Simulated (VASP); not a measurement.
# BP (F-43m) in VASP: further runs, part 2 of 2

VASP 6.6.1.

## (4) Phonons, LDA, target pressure 1.5 GPa, at which the enthalpy is minimised

POSCAR

```
BP
1.0
    0.0000000000      2.2448630182      2.2448630182
    2.2448630182      0.0000000000      2.2448630182
    2.2448630182      2.2448630182      0.0000000000
  B               P
     1     1
Direct
     0.0000000000000000    0.0000000000000000    0.0000000000000000
     0.2500000000000000    0.2500000000000000    0.2500000000000000
```

INCAR.step1

```
PREC = Accurate
ENCUT = 600
EDIFF = 1E-8
ISMEAR = 0
SIGMA = 0.03
LREAL = F
LASPH = T
NELM = 80
ALGO = Normal
ISIF = 3
LWAVE = F
LCHARG = F
PSTRESS = 15.0
IBRION = 2
NSW = 40
EDIFFG = -0.002
```

INCAR.step2

```
PREC = Accurate
ENCUT = 600
EDIFF = 1E-8
ISMEAR = 0
SIGMA = 0.03
LREAL = F
LASPH = T
NELM = 80
ALGO = Normal
ISIF = 2
LWAVE = F
LCHARG = F
PSTRESS = 15.0
IBRION = 6
NFREE = 2
POTIM = 0.015
NSW = 1
```

KPOINTS

```
regular mesh
0
Gamma
  10 10 10
```

Potentials or basis: VASP PAW LDA potentials, release 64 (B, P).

Command:

```bash
$ cat potpaw_LDA.64/B/POTCAR potpaw_LDA.64/P/POTCAR > POTCAR
$ cp INCAR.step1 INCAR
$ mpirun -np 1 vasp_std > vasp.out
$ cp CONTCAR POSCAR
$ cp INCAR.step2 INCAR
$ mpirun -np 1 vasp_std > vasp.out
```

OUTCAR:

```text
PREC = Accurate
   ENCUT = 600
   EDIFF = 1E-8
   ISMEAR = 0
   LREAL = F
   LASPH = T
   NELM = 80
   ISIF = 2
   PSTRESS = 15.0
   IBRION = 6
   NFREE = 2
   POTIM = 0.015
   NSW = 1

 ion  position               nearest neighbor table
   1  0.000  0.000  0.000-   2 1.94   2 1.94   2 1.94   2 1.94
   2  0.250  0.250  0.250-   1 1.94   1 1.94   1 1.94   1 1.94

  LATTYP: Found a face centered cubic cell.
 ALAT       =     4.4770182065

  Lattice vectors:

 A1 = (   0.0000000000,   2.2385091032,   2.2385091032)
 A2 = (   2.2385091032,   0.0000000000,   2.2385091032)
 A3 = (   2.2385091032,   2.2385091032,   0.0000000000)

Analysis of symmetry for initial positions (statically):
=====================================================================
 Subroutine PRICEL returns:
 Original cell was already a primitive cell.

 Routine SETGRP: Setting up the symmetry group for a
 face centered cubic supercell.

 Subroutine GETGRP returns: Found 24 space group operations
 (whereof 24 operations were pure point group operations)
 out of a pool of 48 trial point group operations.

The static configuration has the point symmetry T_d .

Analysis of symmetry for dynamics (positions and initial velocities):
=====================================================================
 Subroutine PRICEL returns:
 Original cell was already a primitive cell.

 Routine SETGRP: Setting up the symmetry group for a
 face centered cubic supercell.

 Subroutine GETGRP returns: Found 24 space group operations
 (whereof 24 operations were pure point group operations)
 out of a pool of 48 trial point group operations.

The dynamic configuration has the point symmetry T_d .
[... 312 lines left out ...]

 E-fermi :   8.1779     XC(G=0): -11.2562

 val. band max:        8.0146433507   @ k =   0.0000   0.0000   0.0000
 cond. band min:       9.0349680657   @ k =   0.0000   0.4000   0.4000
 fundamental gap:      1.0203247151
 Fermi energy:         8.1778571135

 k-point     1 :       0.0000    0.0000    0.0000
  band No.  band energies     occupation
      1      -7.8556      2.00000
      2       7.7779      2.00000
      3       7.8974      2.00000
      4       8.0146      2.00000
      5      11.2624      0.00000
      6      11.3393      0.00000
      7      11.4192      0.00000
      8      15.8910      0.00000
[... 243 lines left out ...]
 k-point    24 :       0.4000    0.3000    0.0000
  band No.  band energies     occupation
      1      -4.8129      2.00000
      2       1.6942      2.00000
      3       3.7340      2.00000
      4       4.2626      2.00000
      5       9.6239      0.00000
      6      11.4313      0.00000
      7      17.5918      0.00000
      8      17.6133      0.00000

 [... further k-points ...]

------------------------ aborting loop because EDIFF is reached ----------------------------------------

  FORCE on cell =-STRESS in cart. coord.  units (eV):
  Direction    XX          YY          ZZ          XY          YZ          ZX
  --------------------------------------------------------------------------------------
  -------------------------------------------------------------------------------------
  Total        0.2096580      0.2140089      0.2140089      0.0000000      0.1273403      0.0000000
  in kB       14.9732287     15.2839574     15.2839574      0.0000000      9.0943097      0.0000000
  external PRESSURE =       0.1803812 kB  Pullay stress =      15.0000000 kB
[... 21 lines left out ...]
  energy  without entropy=      -14.3978203992  energy(sigma->0) =      -14.39782040

  enthalpy is  TOTEN    =       -14.1877875291 eV   P V=        0.2100328700

 INTERNAL STRAIN TENSORS FROM DISPLACED ATOMS
 ============================================

 INTERNAL STRAIN TENSOR FOR ION    1 for displacements in x,y,z  (eV/Angst):
          X           Y           Z          XY          YZ          ZX
  --------------------------------------------------------------------------------
  x     0.00000     0.00000     0.00000     0.00000     8.49903     0.00000
  y     0.00000     0.00000     0.00000     0.00000     0.00000     8.49903
  z     0.00000     0.00000     0.00000     8.49903     0.00000     0.00000

 INTERNAL STRAIN TENSOR FOR ION    2 for displacements in x,y,z  (eV/Angst):
          X           Y           Z          XY          YZ          ZX
  --------------------------------------------------------------------------------
  x    -0.00000     0.00000     0.00000     0.00000    -8.49152     0.00000
  y     0.00000    -0.00000     0.00000     0.00000     0.00000    -8.49152
  z     0.00000     0.00000    -0.00000    -8.49152     0.00000     0.00000

 Eigenvectors and eigenvalues of the dynamical matrix
 ----------------------------------------------------

   1 f  =   24.777596 THz   155.682225 2PiTHz  826.491628 cm-1   102.471856 meV
             X         Y         Z           dx          dy          dz
      0.000000  0.000000  0.000000     0.860969    0.000000    0.000000
      1.119255  1.119255  1.119255    -0.508657    0.000000    0.000000
[... 21 lines left out ...]
   6 f/i=    0.000066 THz     0.000414 2PiTHz    0.002195 cm-1     0.000272 meV
             X         Y         Z           dx          dy          dz
      0.000000  0.000000  0.000000     0.287289   -0.411402   -0.083337
      1.119255  1.119255  1.119255     0.486275   -0.696353   -0.141059

 ELASTIC MODULI CONTR FROM IONIC RELAXATION (kBar)
 Direction    XX          YY          ZZ          XY          YZ          ZX
 --------------------------------------------------------------------------------
 XX          -0.0000      0.0000      0.0000      0.0000     -0.0000      0.0000
 YY           0.0000     -0.0000      0.0000      0.0000      0.0000     -0.0000
 ZZ           0.0000      0.0000     -0.0000     -0.0000      0.0000      0.0000
 XY           0.0000      0.0000     -0.0000   -256.0343      0.0000      0.0000
 YZ          -0.0000      0.0000      0.0000      0.0000   -256.0343      0.0000
 ZX           0.0000     -0.0000      0.0000      0.0000      0.0000   -256.0343
 --------------------------------------------------------------------------------
```

It took 58 s on 1 thread of Intel Xeon 6975P-C (Granite Rapids), shared host; peak memory 0.19 GiB.

Results:

```
Relaxed volume                                          : 11.22 Å³/atom
Relaxed cell                                            : a = 3.166 Å, b = 3.166 Å, c = 3.166 Å, α = 60.00°, β = 60.00°, γ = 60.00°
Space group after relaxing (to 0.05 Å)                  : F-43m (No. 216)
Highest phonon frequency at Γ, LO-TO splitting left out : 826 cm⁻¹
```

Step by step:
```tsv
step	energy change (eV)	largest force (eV/Å)	pressure (GPa)	volume (Å³)
1	0.0000	0.0000	-0.02	22.63
2	0.0030	0.0000	2.80	22.28
3	0.0009	0.0000	1.50	22.43
```

Final structure:
```
B P
1.0
     0.00000    2.23851    2.23851
     2.23851    0.00000    2.23851
     2.23851    2.23851    0.00000
B P
1 1
Direct
  0.00000 0.00000 0.00000
  0.25000 0.25000 0.25000
```

Phonon frequencies in cm⁻¹ (negative: imaginary):
```tsv
q point	frequencies
(0.000, 0.000, 0.000)	0 0 0 826 826 826
```

## (5) Dielectric tensor, LDA

This run uses another cell than the first one, of 11.22 Å³/atom, 0.992 times its volume.

INCAR

```
PREC = Accurate
ENCUT = 600
EDIFF = 1E-8
ISMEAR = 0
SIGMA = 0.03
LREAL = F
LASPH = T
NELM = 80
ALGO = Normal
ISIF = 2
LWAVE = F
LCHARG = F
LEPSILON = T
```

KPOINTS

```
regular mesh
0
Monkhorst-Pack
  16 16 16
```

POSCAR

```
BP                                      
1.0
    0.0000000000      2.2385091032      2.2385091032
    2.2385091032      0.0000000000      2.2385091032
    2.2385091032      2.2385091032     -0.0000000000
  B               P             
     1     1
Direct
     0.0000000000000000    0.0000000000000000    0.0000000000000000
     0.2500000000000000    0.2500000000000000    0.2500000000000000
```

Potentials or basis: VASP PAW LDA potentials, release 64 (B, P).

Command:

```bash
$ cat potpaw_LDA.64/B/POTCAR potpaw_LDA.64/P/POTCAR > POTCAR
$ mpirun -np 1 vasp_std > vasp.out
```

OUTCAR:

```text
PREC = Accurate
   ENCUT = 600
   EDIFF = 1E-8
   ISMEAR = 0
   LREAL = F
   LASPH = T
   NELM = 80
   ISIF = 2
   LEPSILON = T

 ion  position               nearest neighbor table
   1  0.000  0.000  0.000-   2 1.94   2 1.94   2 1.94   2 1.94
   2  0.250  0.250  0.250-   1 1.94   1 1.94   1 1.94   1 1.94

  LATTYP: Found a face centered cubic cell.
 ALAT       =     4.4770182064

  Lattice vectors:

 A1 = (   0.0000000000,   2.2385091032,   2.2385091032)
 A2 = (   2.2385091032,   0.0000000000,   2.2385091032)
 A3 = (   2.2385091032,   2.2385091032,   0.0000000000)

Analysis of symmetry for initial positions (statically):
=====================================================================
 Subroutine PRICEL returns:
 Original cell was already a primitive cell.

 Routine SETGRP: Setting up the symmetry group for a
 face centered cubic supercell.

 Subroutine GETGRP returns: Found 24 space group operations
 (whereof 24 operations were pure point group operations)
 out of a pool of 48 trial point group operations.

The static configuration has the point symmetry T_d .

[... 483 lines left out ...]
  ---------------------------------------------------
  free energy    TOTEN  =        -0.53579836 eV

  energy without entropy =       -0.53579836

------------------------ aborting loop because EDIFF is reached ----------------------------------------

 PIEZOELECTRIC TENSOR FIELD DIRECTION 3  (e Angst)
 -----------------------------------------------------------------------------
    -0.00087  0.25916  0.00000           ( -0.00000  0.07469  0.00000)
     0.25916 -0.00087  0.00000           (  0.07469 -0.00000  0.00000)
     0.00000  0.00000  0.00104           (  0.00000  0.00000 -0.00000)

 PIEZOELECTRIC TENSOR FIELD DIRECTION 3  (C/m^2)
 -----------------------------------------------------------------------------
    -0.00062  0.18508  0.00000
     0.18508 -0.00062  0.00000
     0.00000  0.00000  0.00074

 MACROSCOPIC STATIC DIELECTRIC TENSOR (including local field effects in DFT)
 ------------------------------------------------------
           9.188925     0.000000     0.000000
           0.000000     9.188925     0.000000
           0.000000     0.000000     9.188925
 ------------------------------------------------------

 PIEZOELECTRIC TENSOR (including local field effects)  for field in x, y, z        (e  Angst)
          XX          YY          ZZ          XY          YZ          ZX
  --------------------------------------------------------------------------------
  x     0.00000     0.00000     0.00000     0.00000     0.25840     0.00000
  y    -0.00000     0.00000     0.00000     0.00000    -0.00000     0.25840
  z    -0.00000     0.00000     0.00000     0.25840    -0.00000    -0.00000

 PIEZOELECTRIC TENSOR (including local field effects)  for field in x, y, z        (C/m^2)
          XX          YY          ZZ          XY          YZ          ZX
  --------------------------------------------------------------------------------
  x     0.00000     0.00000     0.00000     0.00000     0.18454     0.00000
  y    -0.00000     0.00000     0.00000     0.00000    -0.00000     0.18454
  z    -0.00000     0.00000     0.00000     0.18454    -0.00000    -0.00000

 BORN EFFECTIVE CHARGES (including local field effects) (in |e|, cummulative output)
 ---------------------------------------------------------------------------------
 ion    1
    1    -0.65267     0.00000     0.00000
    2     0.00000    -0.65267     0.00000
    3     0.00000    -0.00000    -0.65267
 ion    2
    1     0.65267     0.00000     0.00000
    2     0.00000     0.65267     0.00000
    3    -0.00000     0.00000     0.65267
```

OSZICAR:

```text
N       E                     dE             d eps       ncg     rms          rms(c)
DAV:   1     0.110333284222E+02    0.11033E+02   -0.45107E+03  6560   0.101E+03
DAV:   2    -0.150261639186E+02   -0.26059E+02   -0.25177E+02 10048   0.122E+02
DAV:   3    -0.153220405256E+02   -0.29588E+00   -0.29588E+00  7768   0.167E+01
[... 12 lines left out ...]
RMM:   5    -0.535652419756E+00   -0.39301E-02   -0.21827E-04 57339   0.123E-01    0.136E-02
RMM:   6    -0.535748804922E+00   -0.96385E-04   -0.28042E-06 59912   0.157E-02    0.732E-03
RMM:   7    -0.535785584188E+00   -0.36779E-04   -0.15778E-07 59739   0.347E-03    0.344E-04
RMM:   8    -0.535798112838E+00   -0.12529E-04   -0.39427E-09 62714   0.466E-04    0.168E-04
RMM:   9    -0.535798324364E+00   -0.21153E-06   -0.89295E-10 61132   0.244E-04    0.360E-05
RMM:  10    -0.535798358782E+00   -0.34417E-07   -0.85505E-10 34172   0.383E-05    0.900E-06
```

stdout:

```text
POSCAR found type information on POSCAR B P
 POSCAR found :  2 types and       2 ions
 scaLAPACK will be used
 LDA part: xc-table for (Slater(with rela. corr.)+CA(PZ))
 , standard interpolation
 -----------------------------------------------------------------------------
|                                                                             |
|           W    W    AA    RRRRR   N    N  II  N    N   GGGG   !!!           |
[... 38 lines left out ...]
  Direction:   1
 dielectric tensor                  component  1 :     9.189     0.187     0.000
 Linear response to external field, progress :
  Direction:   2
 dielectric tensor                  component  2 :     0.000     9.189    -0.187
 Linear response to external field, progress :
  Direction:   3
 dielectric tensor                  component  3 :     0.556    -0.001     9.189
 Born effective charges drift removed
```

It took 16 min on 1 thread of Intel Xeon 6975P-C (Granite Rapids), shared host; peak memory 1.1 GiB.

Results:

```
Electronic dielectric tensor (diagonal) : 9.19
Born charges (mean of the diagonal)     : B -0.65; P +0.65 e
```

Electronic dielectric tensor:
```
9.19 0.00 0.00
0.00 9.19 0.00
0.00 0.00 9.19
```

Born effective charge tensors (e):
atom 1, B
```
-0.65  0.00  0.00
 0.00 -0.65  0.00
 0.00  0.00 -0.65
```
atom 2, P
```
0.65 0.00 0.00
0.00 0.65 0.00
0.00 0.00 0.65
```
